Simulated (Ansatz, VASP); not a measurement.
Two plane-wave programs on Fe

```
CELL_PARAMETERS angstrom
-1.44300 1.44300 1.44300
1.44300 -1.44300 1.44300
1.44300 1.44300 -1.44300
ATOMIC_POSITIONS crystal
Fe 0.00000 0.00000 0.00000
```

Alike in both runs: task band structure; functional RPBE; k mesh 13 × 13 × 13; occupations fermi-dirac, width 0.05 eV; collinear spin, ferromagnetic start.

```csv
,VASP,Ansatz
version,VASP 6.6.1,Ansatz 0.2.0
potentials or method,"VASP PAW PBE potentials, release 64 (Fe)",Ansatz PAW
plane-wave cutoff (eV),520,420
valence electrons in the cell,8,16
```

Ansatz gave:

| Property | Result |
| --- | --- |
| gap on the k mesh at the Fermi level (eV) | none |
| pressure (GPa) | -3.4 |
| net moment per atom (μB) | 2.30 |
| size of the moment on the site where the two differ most (μB) | 2.37 |

**Question.** Which values does VASP return?

**Answer.** gap on the k mesh at the Fermi level (eV): none; pressure (GPa): -2.8; net moment per atom (μB): 2.34; size of the moment on the site where the two differ most (μB): 2.35.

Site moments also hang on the region over which each program counts them. A gap of «none» marks a metal or a gap that the smearing closes. With one functional, cell and mesh, what is left measures potentials, basis and numerics. The two sets of potentials don't hold the same shells in valence.

Caveats: the PAW data sets were made with another functional, which shifts forces and pressure a little (VASP); the PAW data sets come from PBE, with cores solved anew for the run's functional, which leaves a small shift of forces and pressure (Ansatz).
